Q: I can squeeze β-Ga2O3 in a press, and I meet stretched material in films. If the crystal is strained equally along all its axes, what happens to the gap?

A: These r2SCAN results follow it from compression to tension. Strain is the change of each length in per cent, negative for compression. The changes of gap and pressure and the rise of energy are counted from the unstrained cell.

Ga2O3 (space group C2/m, 10-atom cell) under hydrostatic strain, computed with Ansatz 0.2.0 using r2SCAN, plane-wave PAW, a 500 eV cutoff, an 8×8×4 k mesh and no spin polarisation. All edges of the r2SCAN-relaxed cell are scaled equally, and the atoms are relaxed at each strain. Changes and the energy rise are relative to the unstrained cell.

```
strain (%)  band gap (eV)  band gap change (eV)  energy rise per atom (meV)  pressure change (GPa)
        -3          3.761                 0.738                        53.3                  20.06
        -2          3.515                 0.492                        23.0                  12.52
        -1          3.268                 0.245                         5.6                   5.87
         1          2.781                -0.241                         5.3                  -5.18
         2          2.547                -0.476                        20.4                  -9.71
         3              ?                     ?                           ?                      ?
```

Q: So the gap closes as the crystal expands. Why?

A: The table shows the change of the gap but not the two band edges separately, so the reason comes from the known bonding of this oxide. The lowest conduction state is built from Ga 4s orbitals in antibonding combination with oxygen. The top of the valence band is mostly O 2p, and its energy is expected to depend less on the Ga–O distance. Longer bonds weaken the antibonding push, the conduction edge comes down towards the valence band, and the gap shrinks. Compression does the reverse.

Q: My press has a pressure gauge. Can I simply quote so many meV per GPa?

A: Only over a narrow range. At −3 % the gap has shifted by about 37 meV for each GPa, at +2 % by about 49. The change lies mainly in the stiffness. Going from +1 to +2 % takes only 60 % of the pressure step between −3 and −2 %, while the gap step is still 96 % as large. Stretched bonds resist further stretching less, so each GPa moves the atoms farther, and the gap responds to where the atoms are. For your press these figures are only a guide. The table shortens all edges of the cell equally and lets the atoms settle inside it, whereas equal pressure from all sides shortens this monoclinic crystal by different amounts along different directions. At the higher pressures the β phase may also give way to another one, which these rows don't describe.

Q: Then volume is the better scale?

A: Yes. With V the volume and V₀ its unstrained value, a good first description is

gap change ≈ −D ln(V/V₀)

A fit to the five known rows gives D = 8.1 eV. In plain terms, 1 % more volume costs about 0.08 eV of gap. For a gallium oxide film in a power transistor, this converts the volume part of its strain into a gap shift. A film held by its substrate also changes shape, and that part must be calculated separately.

Q: How far do you trust the 0.08 eV? Isn't the calculated gap itself too small?

A: It is. The unstrained gap here is 3.02 eV, whereas measured gaps lie well above 4 eV. Functionals of this kind usually give gaps that are too small. Much of that error should cancel when two strains are compared, but the table has no better level of theory to show how much.

Q: Now forecast the row at +3 %. Would you just use the volume rule?

A: I would use it as a second opinion, because the gap's response to volume weakens slightly between +1 and +2 %. The row at −3 % is a better starting point. For a smooth response, with e the strain in per cent,

gap change = a e + b e² + c e³ + …

Add the changes at +e and −e, and the terms in e and e³ cancel. What remains is 2b e², if the fourth order is small. The sum is 4 meV for the ±1 % pair and 16 meV for the ±2 % pair, which agrees within rounding with the factor of four that the square demands.

Q: And for the ±3 % pair?

A: The sum should be larger than at ±2 % by the factor 9/4:

sum at ±3 % = 16 meV × 9/4 = 36 meV

gap change at +3 % = 0.036 eV − 0.738 eV = −0.702 eV

My forecast is −0.702 ± 0.015 eV, which puts the gap at 2.321 ± 0.015 eV. The volume rule gives −0.716 eV, and the distance between the two sets the width of my range. If another state took over as band edge, or the structure jumped, neither estimate would hold, but the known rows give no sign of that.

Q: Can the same trick give the pressure?

A: It can, because the pressure change also starts with a term in e. The ±2 % pair leaves a sum of 2.81 GPa, so

pressure change at +3 % = 2.81 GPa × 9/4 − 20.06 GPa = −13.7 GPa

I allow ±0.2 GPa. The minus sign means that the crystal is being pulled, with less force than it took to compress it by the same 3 %. The gap shift per GPa should then be the largest of the series.

Q: What about the energy?

A: The energy rise starts with e², which is the same on both sides, so here I take the difference of a pair. It grows as e³, hence by 27/8 from ±2 to ±3 %:

energy rise at +3 % = 53.3 meV − 2.6 meV × 27/8 = 44.5 meV an atom

The range is ±0.5 meV, most of which comes from the last printed digit of the energies at ±2 %.

Q: Let us see the computed row.

The withheld rows as computed:

```
strain (%)  band gap (eV)  band gap change (eV)  energy rise per atom (meV)  pressure change (GPa)
         3          2.321                -0.702                        44.7                 -13.67
```

Q: The gap agrees to the last digit. Is your rule that good?

A: No. Rounding in the three values I used could have moved the forecast by nearly 3 meV, so exact agreement is more than the rule can promise. What the row does support is the smooth curve behind it. The volume rule, whose constant came from the other five rows, overestimates the fall by 14 meV, or 2 % of the change.

Q: So why does the volume rule overshoot?

A: Each further bit of volume lowers the gap a little less once the crystal is stretched. A coupling between Ga and O that fades with distance would act in this way, since there is less of it left to lose. That cannot be the whole account, however. It would also make the gap steps grow steadily under compression, and they stay level between −3 and −1 %. I have no tested explanation for that.

Q: And the other two forecasts?

A: Both fall within their ranges. The pull is overestimated by 0.07 GPa, about 0.5 %, which is more than rounding explains; the fourth-order term that I left out is the natural source. The energy is 0.2 meV too low, which rounding alone could cause. The gap shift per GPa is indeed the largest of the series, at about 51 meV. The output printed below gives the fits and the misses.

Q: What would you still want to know before designing a device with this?

A: How the shift is shared between the two band edges. The barrier that keeps electrons out of a gate dielectric is set by the conduction edges of the two materials, and the gap of the gallium oxide gives only the distance between its own two edges. Bonding arguments assign most of the shift to the conduction edge. Whether that is right, and by how much, needs both edges on a common energy scale at each strain.

The analysis program printed:

```
Unstrained gap in eV: 3.023
Sum of gap changes at -1 and +1 % in meV: 4
Sum of gap changes at -2 and +2 % in meV: 16
Forecast gap change at +3 % in eV (range 0.015 either way): -0.702
Forecast gap at +3 % in eV (range 0.015 either way): 2.321
Sum of pressure changes at -1 and +1 % in GPa: 0.69
Sum of pressure changes at -2 and +2 % in GPa: 2.81
Forecast pressure change at +3 % in GPa (range 0.2 either way): -13.74
Energy at -2 % less energy at +2 % in meV an atom: 2.6
Forecast energy rise at +3 % in meV an atom (range 0.5 either way): 44.52
Forecast gap shift per pressure at +3 % in meV per GPa: 51.1
fit of band_gap_change on 5 rows: coefficient of lnv -8.075 +/- 0.018; rms 0.00214, worst 2 -0.00369, leave-one-out rms 0.00266
  rows outside the fit (model, value, miss): 3 -0.716, -0.702, -0.014
fit of pressure_change on 5 rows: coefficient of bshape 183.1 +/- 0.23; rms 0.0299, worst 2 0.0505, leave-one-out rms 0.0424
  rows outside the fit (model, value, miss): 3 -13.6, -13.67, 0.0703
Gap fall per 1 % of volume in meV: 80.75
Gap step from +1 to +2 % over gap step from -3 to -2 %: 0.9553
Pressure step from +1 to +2 % over pressure step from -3 to -2 %: 0.6008
Miss of the gap forecast (forecast less computed) in meV: 0
Miss of the pressure forecast (forecast less computed) in GPa: -0.0675
Miss of the energy forecast (forecast less computed) in meV an atom: -0.175
Rates and Birch energy:
  row  eV per ln V  meV per GPa  Birch energy in meV an atom
   -3       -8.076        36.79                        53.26
   -2       -8.118         39.3                        22.95
   -1       -8.126        41.74                        5.565
    1       -8.073        46.53                        5.241
    2       -8.012        49.02                        20.36
    3       -7.916        51.35                        44.48
```
